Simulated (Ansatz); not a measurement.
**Silicon, omega (AlB2-type) under RPBE: structure, energy and stiffness**

The plan for silicon in the omega (AlB2-type) structure: relax it, solve it on a dense k-mesh, then scale the cell to 7 volumes from 88 to 112 % of the relaxed one and try a fit of the equation of state. Spin polarisation is left out. The k-meshes are 8×8×12 for the relaxation; 11×11×16 for the dense run; 9×9×14 for the volumes.

Computed with Ansatz 0.2.0 (DFT RPBE, plane waves (420 eV) with PAW, scalar-relativistic; PBE-made PAW files, unless a step says otherwise).

**1. The system as given**

The structure is hexagonal, space group P6/mmm (No. 191). The conventional cell has a = 4.394 Å, b = 4.394 Å, c = 2.694 Å, α = 90.00°, β = 90.00°, γ = 120.00°. Around Si (site symmetry 6/mmm) lie 14 Si at 2.69 to 2.87 Å. Si (site symmetry -6m2) has 11 Si at 2.54 to 2.87 Å as nearest neighbours.

As a file:

```
Si
1.0
     4.39430    0.00000    0.00000
    -2.19715    3.80557    0.00000
     0.00000    0.00000    2.69371
Si
3
Cartesian
  0.0000 0.0000 0.0000
  0.0000 2.5370 1.3469
  2.1971 1.2685 1.3469
```

**2. Relaxing cell and atoms**

Contents of input.yaml:

```yaml
crystal:
  lattice:
    - [4.3942991671, 0.0, 0.0]
    - [-2.1971495836, 3.8055747106, 0.0]
    - [0.0, 0.0, 2.6937053894]
  atoms:
    - { symbol: Si, position: [0.0, 0.0, 0.0] }
    - { symbol: Si, position: [0.3333333333, 0.6666666667, 0.5] }
    - { symbol: Si, position: [0.6666666667, 0.3333333333, 0.5] }
hamiltonian:
  xc: rpbe
  pseudopotentials:
    kind: paw
    azcp:
      Si: "pseudopotentials/Si.paw.azcp"
basis:
  ecutwfc: 420
  fft_grid_basis: typed
kpoints:
  mp_grid: { grid: [8, 8, 12], shift: [0, 0, 0] }
magnetization:
  spin_polarized: false
scf:
  occupations: { method: fermi_dirac, width: 0.1 }
relax:
  max_steps: 60
  f_tol: 0.01
  cell: {}
output:
  write_density: true
  write_potential: true
  elf: true
  volumetric_format: npy
```

Log:

```text
Warning: RAYON_NUM_THREADS=2 ignored (pool sized by the plan → 2); use --threads N
Engine: ansatz 0.2.0, x86_64-unknown-linux-gnu
Pseudopotentials: kind: paw
Pseudopotential: Si, paw, valence charge 4, recommended cutoff 420 eV (normal), <dir>
Functional definition: RPBE
  parameter kappa = 0.804
  parameter beta = 0.06672455060314922
  exchange = rpbe_x(kappa = kappa, mu = beta*pi^2/3)
  correlation = pbe_c(beta = beta)
Crystal: 3 atoms, lattice volume = 45.046 Å³
Basis set: ecut = 420 eV, 903 PW (Γ), exchange–correlation on 60×60×40 points (8 copies of the dense FFT grid, shifted against one another)
Bands: 10, of which v1, the nominal top of the filled ones, is band 6 counted from 1 (5 counted from 0)
Symmetry: 24 space group operations
Space group: P6/mmm (ITA 191), of the structure as read, at distance tolerance 3.6e-5 Å
k-points: 70 of 768
Non-local potential: Si, projectors of the file, l = 0: 2, l = 1: 2, l = 2: 2
PAW form: soft (Blöchl's): semilocal exchange-correlation on the pseudo side does not see the compensation charge
PAW frozen core: Si, regenerated for the run's functional, and the local potential with it (the file was generated under x = pbe(κ = 0.804, μ = 0.2195149727645171), c = pbe(β = 0.06672455060314922))
PAW one-centre angular grid: Si, 110 points (default); XC on 64 Gauss nodes
Initial density: superposition of atomic densities (neutral atoms: chi_scale 0, normalization atom), corrected by the library's trained network
Initial wavefunctions: pseudopotential atomic-orbital guess
Functional: x = rpbe, c = pbe(β = 0.06672455060314922)
SCF iter   1: F=—  HF=-1915.082133 eV  |F-HF|=—  |Δ(HF+E_count)|=         —  Δρ=3.35e-3  dr2=4.04e-3  ethr=1.77e-3  ⟨swp⟩=5.3  Hψ=4917  notcnv=0
preconditioner: auto → none  [metal: Δε(μ)=0.026 eV  Ē_g=8.687 eV  σ=0.100 eV  W_gap=0.06  n_scr=6 (ndim 8)  ℏωp=19.2 eV  f_vac=0.000  D(μ)=1.60/eV (n_scr^D=8)  sad-step TF]
SCF iter   2: F=—  HF=-1915.082123 eV  |F-HF|=—  |Δ(HF+E_count)|=   1.01e-5  Δρ=2.06e-3  dr2=1.56e-3  ethr=3.37e-5  ⟨swp⟩=1.2  Hψ=1295  notcnv=0
SCF iter   3: F=—  HF=-1915.081889 eV  |F-HF|=—  |Δ(HF+E_count)|=   2.34e-4  Δρ=1.80e-4  dr2=3.93e-5  ethr=1.30e-5  ⟨swp⟩=2.0  Hψ=1137  notcnv=0
SCF iter   4: F=—  HF=-1915.081878 eV  |F-HF|=—  |Δ(HF+E_count)|=   1.07e-5  Δρ=7.15e-5  dr2=2.66e-6  ethr=3.28e-7  ⟨swp⟩=2.3  Hψ=1082  notcnv=0
SCF iter   5: F=—  HF=-1915.081879 eV  |F-HF|=—  |Δ(HF+E_count)|=   3.20e-7  Δρ=1.46e-5  dr2=1.42e-7  ethr=2.22e-8  ⟨swp⟩=2.6  Hψ=1163  notcnv=0
SCF iter   6: F=-1915.081879 eV  HF=-1915.081879 eV  |F-HF|=1.43e-9  |Δ(HF+E_count)|=   4.31e-8  Δρ=3.03e-6  dr2=4.44e-9  ethr=8.33e-10  ⟨swp⟩=7.1  Hψ=3630  notcnv=0
SCF 1 converged in 6 iterations: F = -1915.081879 eV  dr2 = 4.44e-9
relax step   1: F+E_penalty+E_count = -1915.08187868 eV  Δ(F+E_penalty+E_count) = +0.000e0 eV  max|allowed force component| = 5.705e-17 eV/Å  Δτ_max = 0.0000 Å  P = -0.439 GPa  Ω = 45.046 Å³  (6 SCF iters, dr2 threshold 1.00e-7 eV, accepted)
Crystal: 3 atoms, lattice volume = 44.789 Å³
Initial density: handed on by an earlier stage of this run
Initial wavefunctions: those handed on with the density
iter 1 solved again at ethr=4.64e-6 eV; its pass at ethr=3.10e-3 eV (dr2=5.56e-4 eV) is discarded
SCF iter   1: F=—  HF=-1915.094863 eV  |F-HF|=—  |Δ(HF+E_count)|=         —  Δρ=1.19e-3  dr2=6.74e-4  ethr=4.64e-6  ⟨swp⟩=2.8  Hψ=5451  notcnv=0
preconditioner: auto → none  [metal: Δε(μ)=0.045 eV  Ē_g=8.729 eV  σ=0.100 eV  W_gap=0.11  n_scr=6 (ndim 8)  ℏωp=19.2 eV  f_vac=0.000  D(μ)=1.57/eV (n_scr^D=8)]
SCF iter   2: F=—  HF=-1915.094660 eV  |F-HF|=—  |Δ(HF+E_count)|=   2.03e-4  Δρ=4.48e-4  dr2=9.00e-5  ethr=4.64e-6  ⟨swp⟩=1.2  Hψ=744  notcnv=0
SCF iter   3: F=—  HF=-1915.094637 eV  |F-HF|=—  |Δ(HF+E_count)|=   2.28e-5  Δρ=8.59e-5  dr2=9.26e-6  ethr=7.50e-7  ⟨swp⟩=2.3  Hψ=1133  notcnv=0
SCF iter   4: F=-1915.094635 eV  HF=-1915.094635 eV  |F-HF|=5.98e-8  |Δ(HF+E_count)|=   2.67e-6  Δρ=2.69e-5  dr2=1.50e-7  ethr=2.50e-9  ⟨swp⟩=6.4  Hψ=4312  notcnv=0
SCF 2 converged in 4 iterations: F = -1915.094635 eV  dr2 = 1.50e-7
relax step   2: F+E_penalty+E_count = -1915.09463465 eV  Δ(F+E_penalty+E_count) = -1.276e-2 eV  max|allowed force component| = 2.159e-17 eV/Å  Δτ_max = 0.0000 Å  P = +0.091 GPa  Ω = 44.789 Å³  energy of the carried Pulay correction = +4.739e-5 eV  (4 SCF iters, dr2 threshold 3.00e-7 eV, accepted)
Crystal: 3 atoms, lattice volume = 44.020 Å³
Basis set: ecut = 420 eV, 879 PW (Γ), exchange–correlation on 60×60×40 points (8 copies of the dense FFT grid, shifted against one another)
iter 1 solved again at ethr=1.31e-4 eV; its pass at ethr=3.10e-3 eV (dr2=1.57e-2 eV) is discarded
SCF iter   1: F=—  HF=-1915.130883 eV  |F-HF|=—  |Δ(HF+E_count)|=         —  Δρ=6.02e-3  dr2=1.67e-2  ethr=1.31e-4  ⟨swp⟩=1.0  Hψ=5830  notcnv=0
preconditioner: auto → none  [metal: Δε(μ)=0.105 eV  Ē_g=8.858 eV  σ=0.100 eV  W_gap=0.25  n_scr=6 (ndim 8)  ℏωp=19.4 eV  f_vac=0.000  D(μ)=1.27/eV (n_scr^D=6)]
SCF iter   2: F=—  HF=-1915.125509 eV  |F-HF|=—  |Δ(HF+E_count)|=   5.37e-3  Δρ=2.20e-3  dr2=2.15e-3  ethr=1.31e-4  ⟨swp⟩=1.0  Hψ=700  notcnv=0
SCF iter   3: F=—  HF=-1915.124758 eV  |F-HF|=—  |Δ(HF+E_count)|=   7.51e-4  Δρ=1.13e-4  dr2=3.39e-6  ethr=1.79e-5  ⟨swp⟩=2.1  Hψ=1120  notcnv=0
SCF iter   4: F=—  HF=-1915.124772 eV  |F-HF|=—  |Δ(HF+E_count)|=   1.41e-5  Δρ=2.05e-5  dr2=1.18e-7  ethr=2.82e-8  ⟨swp⟩=2.5  Hψ=1171  notcnv=0
iter 5 did not close the SCF: its close was put off for the readings that it lacked (scf_convergence_deferred on its scf_iter line)
SCF iter   5: F=-1915.124772 eV  HF=-1915.124772 eV  |F-HF|=1.63e-10  |Δ(HF+E_count)|=   6.41e-9  Δρ=2.49e-6  dr2=1.55e-9  ethr=9.85e-10  ⟨swp⟩=2.1  Hψ=1120  notcnv=0
SCF iter   6: F=-1915.124772 eV  HF=-1915.124772 eV  |F-HF|=1.18e-11  |Δ(HF+E_count)|=  4.00e-10  Δρ=3.68e-7  dr2=2.38e-11  ethr=1.29e-11  ⟨swp⟩=4.1  Hψ=3361  notcnv=0
SCF 3 converged in 6 iterations: F = -1915.124772 eV  dr2 = 2.38e-11
relax step   3: F+E_penalty+E_count = -1915.12477217 eV  Δ(F+E_penalty+E_count) = -3.014e-2 eV  max|allowed force component| = 3.701e-17 eV/Å  Δτ_max = 0.0000 Å  P = +2.266 GPa  Ω = 44.020 Å³  energy of the carried Pulay correction = +1.982e-4 eV  (6 SCF iters, dr2 threshold 3.00e-7 eV, accepted)
[... 12 lines left out ...]
relax step   4: F+E_penalty+E_count = -1915.12822806 eV  Δ(F+E_penalty+E_count) = -3.456e-3 eV  max|allowed force component| = 2.930e-17 eV/Å  Δτ_max = 0.0000 Å  P = -1.648 GPa  Ω = 45.868 Å³  energy of the carried Pulay correction = -7.339e-5 eV  (6 SCF iters, dr2 threshold 3.00e-7 eV, accepted)
[... 13 lines left out ...]
relax step   5: F+E_penalty+E_count = -1915.13275759 eV  Δ(F+E_penalty+E_count) = -4.530e-3 eV  max|allowed force component| = 6.476e-17 eV/Å  Δτ_max = 0.0000 Å  P = -0.033 GPa  Ω = 45.002 Å³  energy of the carried Pulay correction = +4.801e-5 eV  (6 SCF iters, dr2 threshold 3.00e-7 eV, accepted)
[... 13 lines left out ...]
relax step   6: F+E_penalty+E_count = -1915.13286361 eV  Δ(F+E_penalty+E_count) = -1.060e-4 eV  max|allowed force component| = 1.850e-17 eV/Å  Δτ_max = 0.0000 Å  P = +0.006 GPa  Ω = 45.003 Å³  energy of the carried Pulay correction = +4.975e-5 eV  (6 SCF iters, dr2 threshold 2.77e-7 eV, accepted)
[... 14 lines left out ...]
relax step   7: F+E_penalty+E_count = -1915.13286646 eV  Δ(F+E_penalty+E_count) = -2.851e-6 eV  max|allowed force component| = 2.776e-17 eV/Å  Δτ_max = 0.0000 Å  P = -0.000 GPa  Ω = 45.003 Å³  energy of the carried Pulay correction = +4.947e-5 eV  (7 SCF iters, accepted)
Basis set: ecut = 420 eV, 903 PW (Γ), exchange–correlation on 64×64×36 points (8 copies of the dense FFT grid, shifted against one another)
Initial wavefunctions: pseudopotential atomic-orbital guess (no wavefunctions were taken with the density)
iter 1 solved again at ethr=1.25e-8 eV; its pass at ethr=3.10e-3 eV (dr2=1.50e-6 eV) is discarded
SCF iter   1: F=—  HF=-1915.133028 eV  |F-HF|=—  |Δ(HF+E_count)|=         —  Δρ=3.10e-5  dr2=3.51e-8  ethr=1.25e-8  ⟨swp⟩=3.1  Hψ=7073  notcnv=0
SCF iter   2: F=—  HF=-1915.132995 eV  |F-HF|=—  |Δ(HF+E_count)|=   3.23e-5  Δρ=1.59e-5  dr2=9.35e-9  ethr=2.93e-10  ⟨swp⟩=2.0  Hψ=1158  notcnv=0
SCF iter   3: F=—  HF=-1915.132996 eV  |F-HF|=—  |Δ(HF+E_count)|=   1.34e-7  Δρ=1.03e-6  dr2=2.17e-10  ethr=7.79e-11  ⟨swp⟩=2.0  Hψ=1139  notcnv=0
iter 4 did not close the SCF: its close was put off for the readings that it lacked (scf_convergence_deferred on its scf_iter line)
SCF iter   4: F=-1915.132996 eV  HF=-1915.132996 eV  |F-HF|=1.32e-11  |Δ(HF+E_count)|=  2.32e-10  Δρ=3.36e-7  dr2=2.01e-11  ethr=1.81e-12  ⟨swp⟩=2.1  Hψ=1119  notcnv=0
iter 5 did not close the SCF: its close was put off for the readings that it lacked (scf_convergence_deferred on its scf_iter line)
SCF iter   5: F=-1915.132996 eV  HF=-1915.132996 eV  |F-HF|=1.14e-12  |Δ(HF+E_count)|=  1.48e-11  Δρ=5.35e-8  dr2=5.88e-13  ethr=1.00e-12  ⟨swp⟩=1.0  Hψ=700  notcnv=0
SCF iter   6: F=-1915.132996 eV  HF=-1915.132996 eV  |F-HF|=6.82e-13  |Δ(HF+E_count)|=  4.55e-13  Δρ=1.33e-8  dr2=2.32e-14  ethr=1.00e-12  ⟨swp⟩=3.0  Hψ=2558  notcnv=0
SCF 8 converged in 6 iterations: F = -1915.132996 eV  dr2 = 2.32e-14
relax step   8: F+E_penalty+E_count = -1915.13299552 eV  Δ(F+E_penalty+E_count) = -1.291e-4 eV  max|allowed force component| = 2.467e-17 eV/Å  Δτ_max = 0.0000 Å  P = +0.003 GPa  Ω = 45.003 Å³  stress off target by 1.20e-2 GPa  SCF on the basis re-selected at this cell (its energy is not comparable with the rows above)  (6 SCF iters)
basis re-selected at this cell: Δ(F+E_penalty+E_count) = -1.291e-4 eV, ΔP = +0.003 GPa vs the last step (what re-selecting the basis moved, of the pressure what is left beyond the Pulay correction that the steps carried, after the strain that the cell walked since its last selection, with what the two solves' SCF thresholds leave and, on support functions, any second-order correction that the steps lacked; it is no measure of the basis error at this ecutwfc). The dense FFT grid was sized anew with the basis: this SCF ran on 32×32×18 points, the steps before it on 30×30×20, so part of this shift can come from that change (see relax.cell in the input reference). This SCF's stress stands 1.20e-2 GPa from its target on what of the cell is left free (relax.cell.stress_tol is 5.00e-2 GPa) and its largest allowed force component is 2.47e-17 eV/Å (relax.f_tol is 1.00e-2 eV/Å): within both
SCF converged after 6 iterations
Free energy (F): -1915.132996 eV
Harris-Foulkes:  -1915.132996 eV  (|F-HF|=6.82e-13)
Internal energy: -1915.090449 eV  (E = F + TS)
E sigma→0 (E₀):  -1915.111722 eV
Entropy (-TS):   -0.042547 eV (-14.182 meV/atom)
Fermi energy:    10.153959 eV
--- Per-component energies (eV) ---
  E_band       = 56.450104
  E_kinetic    = 121.029484
  E_local      = 4.467164  (includes V_loc(G=0)·N_el)
  E_nonlocal   = 74.408807
  E_hartree    = 1.691983
  E_xc         = -167.415493
  E_vxc        = -142.060653  (∫ρ·V_xc dr)
  E_paw        = -1545.188265  (= ΣΔE_a)
  E_vpaw       = -4.778684  (= ΣTr[D̂ρ^β])
  E_aug_tail   = 0.000020  (compensation charges beyond the density's cutoff)
  E_ewald      = -404.012199
  E_core_change = -0.071950  (= ΣΔE_core)
  E_smearing   = -0.042547  (= −TS)
  E_closure    = -0.000000  (closes the sum)
  Σ components = -1915.132996   (vs F -1915.132996, Δ=0.00e0)
--- Forces (eV/Å), atoms counted from 1 ---
  atom   1  Si    -0.00000000     0.00000000     0.00000000
  atom   2  Si     0.00000000    -0.00000000     0.00000000
  atom   3  Si    -0.00000000     0.00000000     0.00000000
  max |Σ_I F_I| component: 9.25e-18 eV/Å
--- Stress (GPa, compression-positive) ---
        0.010200       0.000000       0.000000
        0.000000       0.010200       0.000000
        0.000000       0.000000      -0.012039
  P = ⅓ Tr σ = 0.0028 GPa (0.028 kbar)
--- Band table (eV; the first three rows and the last of 70) ---
  k-point 0: bands = ["-3.8199", "4.7974", "4.9861", "5.8852", "5.8852", "5.9630", "5.9630", "16.3617", "17.7725", "20.6641"]
  k-point 1: bands = ["-3.6677", "4.9448", "5.1335", "6.0242", "6.0242", "6.1086", "6.1086", "13.8379", "19.9508", "20.5309"]
  k-point 2: bands = ["-3.2118", "5.3848", "5.5732", "6.4386", "6.4386", "6.5450", "6.5450", "10.9248", "17.9588", "18.7605"]
  k-point 69: bands = ["3.9529", "3.9757", "4.7043", "4.8160", "5.1121", "5.8841", "11.3757", "12.4540", "13.9834", "14.0776"]
--- Relaxed structure (7 steps of the walk, 7 accepted, 1 SCFs on fresh bases) ---
  F+E_penalty+E_count = -1915.13299552 eV   max|allowed force component| = 2.467e-17 eV/Å   (the final SCF, on the basis selected at the relaxed cell)
  cell:  # Å, volume = 45.0028 Å³
    - [4.494189421153628, 2.952383342206698e-11, 0.0]
    - [-2.2470947106023815, 3.892082208123561, 0.0]
    - [0.0, 0.0, 2.5728021533944925]
  atoms:
    - { symbol: Si, position: [1.7405516960496403e-34, 1.2379660733518597e-34, 0.0] }
    - { symbol: Si, position: [0.3333333333333333, 0.6666666666666666, 0.5] }
    - { symbol: Si, position: [0.6666666666666665, 0.33333333333333326, 0.5] }
```

It took 10 s on 2 threads of Intel Xeon Platinum 8488C (Sapphire Rapids), shared host; peak memory 0.37 GiB.

The walk, from the log:

```
step  energy change (meV/atom)  largest force (eV/Å)  pressure (GPa)  volume (Å³/atom)
   1                      0.00                0.0000           -0.44            15.015
   2                     -4.25                0.0000            0.09            14.930
   3                    -14.30                0.0000            2.27            14.673
   4                    -15.45                0.0000           -1.65            15.289
   5                    -16.96                0.0000           -0.03            15.001
   6                    -16.99                0.0000            0.01            15.001
   7                    -17.00                0.0000            0.00            15.001
   8                    -17.04                0.0000            0.00            15.001
```

Steps that repeat a cell are solved on a basis chosen anew, so their changes of energy are no gain of the relaxation.

Changes in the cell that was computed:

|  | before | after | change |
| --- | --- | --- | --- |
| a (Å) | 4.394 | 4.494 | +2.3 % |
| b (Å) | 4.394 | 4.494 | +2.3 % |
| c (Å) | 2.694 | 2.573 | -4.5 % |
| volume (Å³/atom) | 15.015 | 15.001 | -0.1 % |
| shortest distance (Å) | 2.537 | 2.573 | +1.4 % |
| space group (spins left aside) | P6/mmm | P6/mmm | same |

**3. Single point on a dense mesh**

Contents of input.yaml:

```yaml
crystal:
  lattice:
    - [4.4941894212, 0.0, 0.0]
    - [-2.2470947106, 3.8920822081, 0.0]
    - [0.0, 0.0, 2.5728021534]
  atoms:
    - { symbol: Si, position: [0.0, 0.0, 0.0] }
    - { symbol: Si, position: [0.3333333333, 0.6666666667, 0.5] }
    - { symbol: Si, position: [0.6666666667, 0.3333333333, 0.5] }
hamiltonian:
  xc: rpbe
  pseudopotentials:
    kind: paw
    azcp:
      Si: "pseudopotentials/Si.paw.azcp"
basis:
  ecutwfc: 420
  fft_grid_basis: typed
kpoints:
  mp_grid: { grid: [11, 11, 16], shift: [0, 0, 0] }
magnetization:
  spin_polarized: false
scf:
  occupations: { method: fermi_dirac, width: 0.1 }
```

Log (excerpt; [...] marks lines left out):

```text
Warning: RAYON_NUM_THREADS=2 ignored (pool sized by the plan → 2); use --threads N
[...]
[... 3 set-up lines as earlier in the session ...]
[...]
Crystal: 3 atoms, lattice volume = 45.003 Å³
Basis set: ecut = 420 eV, 903 PW (Γ)
Bands: 10, of which v1, the nominal top of the filled ones, is band 6 counted from 1 (5 counted from 0)
[... 2 set-up lines as earlier in the session ...]
k-points: 144 of 1936
[...]
SCF iter   1: F=—  HF=-1915.132384 eV  |F-HF|=—  |Δ(HF+E_count)|=         —  Δρ=3.19e-3  dr2=3.49e-3  ethr=1.77e-3  ⟨swp⟩=5.2  Hψ=10125  notcnv=0
[...]
SCF iter   6: F=-1915.132303 eV  HF=-1915.132303 eV  |F-HF|=1.23e-11  |Δ(HF+E_count)|=   4.15e-9  Δρ=7.84e-7  dr2=1.36e-10  ethr=2.82e-11  ⟨swp⟩=1.0  Hψ=4387  notcnv=0
[...]
SCF converged after 6 iterations
Free energy (F): -1915.132303 eV
[...]
E sigma→0 (E₀):  -1915.110425 eV
Entropy (-TS):   -0.043755 eV (-14.585 meV/atom)
Fermi energy:    10.227739 eV
[...]
```

Wall time 2.4 s (2 threads of Intel Xeon Platinum 8488C (Sapphire Rapids), shared host); peak memory 0.35 GiB.

**4. Equation of state: 88 %**

Edit input.yaml of step 3 so:

```diff
@@ -2,5 +2,5 @@
   lattice:
-    - [4.4941894212, 0.0, 0.0]
-    - [-2.2470947106, 3.8920822081, 0.0]
-    - [0.0, 0.0, 2.5728021534]
+    - [4.3067096868, 0.0, 0.0]
+    - [-2.1533548434, 3.7297199955, 0.0]
+    - [0.0, 0.0, 2.4654750652]
   atoms:
@@ -19,3 +19,3 @@
 kpoints:
-  mp_grid: { grid: [11, 11, 16], shift: [0, 0, 0] }
+  mp_grid: { grid: [9, 9, 14], shift: [0, 0, 0] }
 magnetization:
@@ -24 +24,4 @@
   occupations: { method: fermi_dirac, width: 0.1 }
+  lower_state_search: "off"
+output:
+  stress: true
```

Log (excerpt; [...] marks lines left out):

```text
Warning: RAYON_NUM_THREADS=2 ignored (pool sized by the plan → 2); use --threads N
[...]
[... 3 set-up lines as earlier in the session ...]
[...]
Crystal: 3 atoms, lattice volume = 39.602 Å³
Basis set: ecut = 420 eV, 747 PW (Γ)
Bands: 10, of which v1, the nominal top of the filled ones, is band 6 counted from 1 (5 counted from 0)
[... 1 set-up line as earlier in the session ...]
Space group: P6/mmm (ITA 191), of the structure as read, at distance tolerance 3.4e-5 Å
k-points: 96 of 1134
[...]
SCF iter   1: F=—  HF=-1914.909362 eV  |F-HF|=—  |Δ(HF+E_count)|=         —  Δρ=3.90e-3  dr2=5.82e-3  ethr=1.77e-3  ⟨swp⟩=5.2  Hψ=6761  notcnv=0
[...]
SCF iter   6: F=-1914.908551 eV  HF=-1914.908551 eV  |F-HF|=4.70e-10  |Δ(HF+E_count)|=   2.95e-9  Δρ=1.27e-6  dr2=2.45e-10  ethr=2.99e-10  ⟨swp⟩=2.1  Hψ=3382  notcnv=0
[...]
SCF converged after 6 iterations
Free energy (F): -1914.908551 eV
[...]
E sigma→0 (E₀):  -1914.889462 eV
Entropy (-TS):   -0.038178 eV (-12.726 meV/atom)
Fermi energy:    12.028669 eV
[...]
--- Stress (GPa, compression-positive) ---
       13.313945       0.000000      -0.000000
       -0.000000      13.313945      -0.000000
       -0.000000      -0.000000      19.838713
  P = ⅓ Tr σ = 15.4889 GPa (154.889 kbar)
```

Wall time 1.5 s (2 threads of Intel Xeon Platinum 8488C (Sapphire Rapids), shared host); peak memory 0.34 GiB.

[end of part 1 of 2]
